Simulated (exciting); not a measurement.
# Al (P-1) in exciting: notebook, part 2 of 2

exciting (release sodium).

## 3. Optical spectrum, LDA-PZ

Contents of input.xml:

```xml
<input>
  <title>Al</title>
  <structure speciespath="./" tshift="false">
    <crystal scale="5.365340976">
      <basevect>-0.007204527148 0.694083835034 0.719858128196</basevect>
      <basevect>0.705355558653 0.003510218804 0.709143382244</basevect>
      <basevect>0.725303870632 0.703317397538 -0.016438089653</basevect>
    </crystal>
    <species speciesfile="Al.xml" rmt="2">
      <atom coord="0.000000000000 0.000000000000 0.000000000000"/>
    </species>
  </structure>
  <groundstate do="fromscratch" ngridk="9 9 9" rgkmax="6.5" gmaxvr="14" lmaxapw="10" lmaxmat="10" lmaxvr="8" xctype="LDA_PZ" stype="Fermi Dirac" swidth="0.00099958" nempty="22" ValenceRelativity="iora*" epsengy="1e-05" epspot="1e-05" maxscl="60" outputlevel="normal" vkloff="0.5 0.5 0.5"/>
  <properties>
    <momentummatrix/>
    <dielmat intraband="false" scissor="0.018375" wmax="0.8" wgrid="200" swidth="0.01" tevout="true">
      <epscomp>1 1</epscomp>
      <epscomp>2 2</epscomp>
      <epscomp>3 3</epscomp>
    </dielmat>
  </properties>
</input>
```

Potentials or basis: all-electron LAPW+lo, shipped species files, valence relativity iora*.

The run is started by

```sh
$ OMP_NUM_THREADS=1 exciting_smp
```

INFO.OUT:

```text
================================================================================
EXCITING SODIUM started
All units are atomic (Hartree, Bohr, etc.)
================================================================================

********************************************************************************
* Ground-state run starting from atomic densities                              *
********************************************************************************

++++++++++++++++++++++++++++++++++++++++++++++++++++++++++++++++++++++++++++++++
+ Starting initialization                                                      +
++++++++++++++++++++++++++++++++++++++++++++++++++++++++++++++++++++++++++++++++

 Lattice vectors (cartesian) :
     -0.0386547447      3.7239964409      3.8622843121
      3.7844730815      0.0188335208      3.8047960466
      3.8915025772      3.7735376521     -0.0881959560

 Reciprocal lattice vectors (cartesian) :
     -0.8069142573      0.8507994946      0.7983927913
      0.8374682528     -0.8444231309      0.8225704269
      0.7921408562      0.8296497257     -0.7920164275

 Unit cell volume                           :     111.8105515528
 Brillouin zone volume                      :       2.2184866276

 Species :    1 (Al)
     parameters loaded from                 :    Al.xml
     name                                   :    aluminium
     nuclear charge                         :     -13.00000000
     electronic charge                      :      13.00000000
     atomic mass                            :   49184.33493000
     muffin-tin radius                      :       2.00000000
     # of radial points in muffin-tin       :     300

     atomic positions (lattice) :
       1 :   0.00000000  0.00000000  0.00000000

 Total number of atoms per unit cell        :       1

 Spin treatment                             :    spin-unpolarised

 Number of Bravais lattice symmetries       :       2
 Number of crystal symmetries               :       2

 k-point grid                               :       9    9    9
 k-point offset :       0.500000  0.500000  0.500000
 Total number of k-points                   :     365
 k-point set is reduced with crystal symmetries

 R^MT_min * |G+k|_max (rgkmax)              :       6.50000000
 Species with R^MT_min                      :       1 (Al)
 Maximum |G+k| for APW functions            :       3.25000000
 Maximum |G| for potential and density      :      14.00000000

 G-vector grid sizes                        :      24    24    25
 Total number of G-vectors                  :    5163

 Maximum angular momentum used for
     APW functions                          :      10
     computing H and O matrix elements      :      10
     potential and density                  :       8
     inner part of muffin-tin               :       2

 Total nuclear charge                       :     -13.00000000
 Total electronic charge                    :      13.00000000
 Total core charge                          :       4.00000000
 Total valence charge                       :       9.00000000

 Number of empty states                     :      22
 Total number of valence states             :      27

 Maximum Hamiltonian size                   :      77
 Maximum number of plane-waves              :      70
 Total number of local-orbitals             :       7

 Exchange-correlation type                  :       2
     Perdew-Zunger, Phys. Rev. B 23, 5048 (1981)

 Smearing scheme                            :    Fermi-Dirac
 Smearing width                             :       0.00099958

 Using multisecant Broyden potential mixing

++++++++++++++++++++++++++++++++++++++++++++++++++++++++++++++++++++++++++++++++
+ Ending initialization                                                        +
++++++++++++++++++++++++++++++++++++++++++++++++++++++++++++++++++++++++++++++++

********************************************************************************
* Groundstate module started                                                   *
********************************************************************************
 Output level for this task is set to normal

++++++++++++++++++++++++++++++++++++++++++++++++++++++++++++++++++++++++++++++++
+ Self-consistent loop started                                                 +
++++++++++++++++++++++++++++++++++++++++++++++++++++++++++++++++++++++++++++++++
 Density and potential initialised from atomic data

++++++++++++++++++++++++++++++++++++++++++++++++++++++++++++++++++++++++++++++++
+ SCF iteration number :    1                                                  +
++++++++++++++++++++++++++++++++++++++++++++++++++++++++++++++++++++++++++++++++
 Total energy                               :      -241.41875357
 _______________________________________________________________
 Fermi energy                               :         0.26156286
 Kinetic energy                             :       242.42841153
 Coulomb energy                             :      -466.16606268
 Exchange energy                            :       -16.69466787
 Correlation energy                         :        -0.98643454

 DOS at Fermi energy (states/Ha/cell)       :        11.92816969

 Electron charges :
     core                                   :         4.00000000
     core leakage                           :         0.00145677
     valence                                :         9.00000000
     interstitial                           :         2.12293908
     charge in muffin-tin spheres :
                  atom     1    Al          :        10.87706092
     total charge in muffin-tins            :        10.87706092
     total charge                           :        13.00000000
[... 257 lines left out ...]
 Electron charges :
     core                                   :         4.00000000
     core leakage                           :         0.00141500
     valence                                :         9.00000000
     interstitial                           :         2.11122910
     charge in muffin-tin spheres :
                  atom     1    Al          :        10.88877090
     total charge in muffin-tins            :        10.88877090
     total charge                           :        13.00000000

 RMS change in effective potential (target) :  0.820258E-08  ( 0.100000E-04)
 Absolute change in total energy   (target) :  0.445017E-06  ( 0.100000E-04)
 Charge distance                   (target) :  0.740672E-08  ( 0.100000E-04)

++++++++++++++++++++++++++++++++++++++++++++++++++++++++++++++++++++++++++++++++
| Convergency criteria checked for the last 2 iterations                       +
| Convergence targets achieved. Performing final SCF iteration                 +
++++++++++++++++++++++++++++++++++++++++++++++++++++++++++++++++++++++++++++++++
 Total energy                               :      -241.91561923
 _______________________________________________________________
 Fermi energy                               :         0.25731839
 Kinetic energy                             :       242.09849933
 Coulomb energy                             :      -466.31965765
 Exchange energy                            :       -16.70766171
 Correlation energy                         :        -0.98679920

 DOS at Fermi energy (states/Ha/cell)       :        12.92101145

 Electron charges :
     core                                   :         4.00000000
     core leakage                           :         0.00141500
     valence                                :         9.00000000
     interstitial                           :         2.11122910
     charge in muffin-tin spheres :
                  atom     1    Al          :        10.88877090
     total charge in muffin-tins            :        10.88877090
     total charge                           :        13.00000000

++++++++++++++++++++++++++++++++++++++++++++++++++++++++++++++++++++++++++++++++
+ Self-consistent loop stopped                                                 +
++++++++++++++++++++++++++++++++++++++++++++++++++++++++++++++++++++++++++++++++
 STATE.OUT is written

********************************************************************************
* Groundstate module stopped                                                   *
********************************************************************************

--------------------------------------------------------------------------------
- CAUTION! Warnings have been written in file WARNING.OUT !                    -
--------------------------------------------------------------------------------
================================================================================
| EXCITING SODIUM stopped                                                      =
================================================================================
```

It took 33 s on 1 thread of Intel Xeon Platinum 8488C (Sapphire Rapids), shared host; peak memory 0.29 GiB.

Results:

| Property | Result |
| --- | --- |
| Free energy | -6582.8604 eV |
| All electrons inside the program's atomic spheres | Al 10.89 (radii Al 2.0 bohr) |

Dielectric function (mean over the directions given):
```tsv
energy (eV)	real part	imaginary part
0.33	74.36	19.55
0.76	38.85	86.98
1.31	-19.95	28.13
1.74	-4.51	11.92
2.29	0.96	18.03
2.83	-5.30	17.45
3.27	-11.42	12.26
3.81	-9.07	3.63
4.25	-6.10	1.84
4.79	-3.97	1.11
5.33	-2.61	0.98
5.77	-2.05	0.97
6.31	-1.61	1.02
6.75	-1.64	0.90
7.29	-1.36	0.41
7.84	-0.90	0.24
8.27	-0.65	0.19
8.82	-0.39	0.17
9.36	-0.21	0.18
9.80	-0.10	0.19
10.34	-0.03	0.18
10.78	0.02	0.14
11.32	0.13	0.08
11.86	0.23	0.07
12.30	0.30	0.06
12.84	0.36	0.06
13.28	0.41	0.06
13.82	0.45	0.07
14.37	0.48	0.06
14.80	0.51	0.05
15.35	0.55	0.04
15.89	0.59	0.03
16.33	0.61	0.03
16.87	0.64	0.03
17.31	0.66	0.03
17.85	0.68	0.03
18.39	0.70	0.03
18.83	0.71	0.03
19.37	0.73	0.02
19.92	0.75	0.02
```

Caveat: the log's total energy holds no entropy term; the free energy is that total less TS from the occupations; the intraband (Drude) term of the metal is left out; the scissor shift is a trial value, not fitted to this crystal; spectra need much finer meshes, so this one isn't converged; independent-particle spectra lack excitons.
